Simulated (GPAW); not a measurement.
Runs of GPAW 26.7.0 on Ir. It takes space group Fm-3m (No. 225, cubic). The conventional cell has a = 3.831 Å, b = 3.831 Å, c = 3.831 Å, α = 90.00°, β = 90.00°, γ = 90.00°. Ir (site symmetry m-3m) is surrounded by 12 Ir at 2.71 Å. 

```tsv
task	level	potentials or basis	cell	k mesh	cutoff (eV)	smearing	optimizer	fmax	max steps	convergence	band path	mesh quality	gap on the mesh (eV)	pressure (GPa)
relaxation of cell and atoms	PBE	GPAW PAW data sets (gpaw-data 1.2.1), pw	relaxed	12 × 12 × 12	600	fermi-dirac 0.05 eV	BFGS	0.02 eV/Å	60	density=1e-05 forces=0.0001	-	not flagged	none	-0.1
single point	PBE	GPAW PAW data sets (gpaw-data 1.2.1), pw	as given	12 × 12 × 12	600	gaussian 0.018 eV	-	-	-	-	-	not flagged	none	9.8
single point	PBE	GPAW PAW data sets (gpaw-data 1.2.1), pw	as given	12 × 12 × 12	600	gaussian 0.012 eV	-	-	-	-	-	not flagged	none	9.8
single point	RPBE	the program's PAW data sets (release 1.2.1) made for this functional, pw	as given	12 × 12 × 12	600	gaussian 0.02 eV	-	-	-	-	-	not flagged	none	14.7
band structure	revPBE	the program's PAW data sets (release 1.2.1) made for this functional, pw	as given	12 × 12 × 12	600	fermi-dirac 0.05 eV	-	-	-	-	GXWKGLUWLK,UX	not flagged	-	(a)
G0W0 quasiparticle levels	LDA	the program's PAW data sets (release 1.2.1) made for this functional, pw	as given	6 × 6 × 6	400	fermi-dirac 0.05 eV	-	-	-	-	-	coarse	none	-
single point	PBE	GPAW PAW data sets (gpaw-data 1.2.1), pw	as given	12 × 12 × 12	600	gaussian 0.028 eV	-	-	-	-	-	not flagged	none	9.8
```

Alike in all rows: no spin polarisation.

Problem. Estimate the missing entries.

Solution. (a) 13.4.

Caveats: some runs use coarse meshes; later steps reuse the first step's grids (some runs); G0W0 is unreliable with partly filled bands (some runs); the long-wavelength limit can be off by several per cent where d states take part (some runs).

A k mesh can miss the band edges, and the runs leave out spin-orbit coupling on Ir.

A gap of «none» marks a metal or a gap under the smearing width.

Not every run made on this cell is shown here.
